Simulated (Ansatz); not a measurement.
# HgTe: the cost of one run

Method: DFT LDA, scalar-relativistic, in Ansatz 0.2.0.

## Step 1: Starting point

It takes space group Fm-3m (No. 225, cubic). Conventional cell: a = 5.843 Å, b = 5.843 Å, c = 5.843 Å, α = 90.00°, β = 90.00°, γ = 90.00°. Around Hg (site symmetry m-3m) lie 6 Te at 2.92 Å. Around Te (site symmetry m-3m) lie 6 Hg at 2.92 Å.

Coordinates:

```
Hg Te
1.0
     0.00000    2.92150    2.92150
     2.92150    0.00000    2.92150
     2.92150    2.92150    0.00000
Hg Te
1 1
Direct
  0.00000 0.00000 0.00000
  0.50000 0.50000 0.50000
```

Atoms are numbered in the order of the input: Hg1, Te2.

## Step 2: The deformed structure

Space group Fm-3m before, I4/mmm after.

## Step 3: All-electron LAPW

input.yaml

```yaml
crystal:
  lattice:
    - [0.0, 2.86307, 2.9215]
    - [2.86307, 0.0, 2.9215]
    - [2.86307, 2.86307, 0.0]
  atoms:
    - { symbol: Hg, position: [0.0, 0.0, 0.0] }
    - { symbol: Te, position: [0.5, 0.5, 0.5] }
kpoints:
  mp_grid: { grid: [10, 10, 10] }
  band_path:
    path:
      - [0.0, 0.0, 0.0]
      - [0.0, 0.5, 0.5]
      - [0.25, 0.75, 0.5]
      - [0.0, 0.5, 0.0]
      - [0.0, 0.0, 0.0]
      - [0.5, 0.5, 0.0]
      - [0.37005, 0.62995, 0.0]
      - [-0.37005, 0.37005, 0.0]
      - [0.0, 0.0, 0.0]
    npoints: 5
scf:
  occupations: { method: fermi_dirac, width: 0.08 }
hamiltonian:
  xc: lda
  pseudopotentials: { kind: all_electron, lapw: { basis_error: 0.001 } }
output:
  forces: true
  stress: true
  eigenvalues: true
```

Started as:

```
ansatz run input.yaml --threads 1 --pin off --max-ram 3072MiB --backend cpu --events-out ev --progress --plain --runs-dir out
```

What time and memory should one allow on 1 thread of Arm Neoverse V1, shared host?

About 59 s, with a peak of 0.57 GiB.
